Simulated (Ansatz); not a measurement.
Crystal: ZnS (Wurtzite-4H).

```xyz
8
Lattice="3.8227 0.0000 0.0000 -1.9114 3.3106 0.0000 0.0000 0.0000 12.5200" Properties=species:S:1:pos:R:3 pbc="T T T"
Zn    1.9114    1.1035    9.3900
Zn    0.0000    2.2070    3.1300
Zn    0.0000    0.0000    6.2600
Zn    0.0000    0.0000    0.0000
S     1.9114    1.1035   11.7375
S     0.0000    2.2070    5.4775
S     0.0000    0.0000    8.6075
S     0.0000    0.0000    2.3475
```

Program: Ansatz 0.2.0. Alike in all runs: potentials or basis Ansatz PAW; no spin polarisation; cell as given; k mesh 8 × 8 × 3; smearing fermi-dirac 0.05 eV.

Question: Order these runs on this cell by their pressure, lowest first.
A. level exchange-only PBE; cutoff (eV) 420; points for each segment of the path 10
B. level LDA; cutoff (eV) 420; points for each segment of the path 10
C. level BLYP; cutoff (eV) 420; points for each segment of the path 10
D. level PBE; cutoff (eV) 350
E. level r2SCAN; cutoff (eV) 500; points for each segment of the path 10

Answer: B (-4.8 GPa), E (-0.9 GPa), D (1.4 GPa), C (5.1 GPa), A (11.8 GPa).

Caveats: the PAW data sets come from PBE, with cores solved anew for the run's functional, which leaves a small shift of forces and pressure (some runs); the potentials were made for another functional, which shifts forces and pressure (some runs).

Not every run made on this cell is shown here.
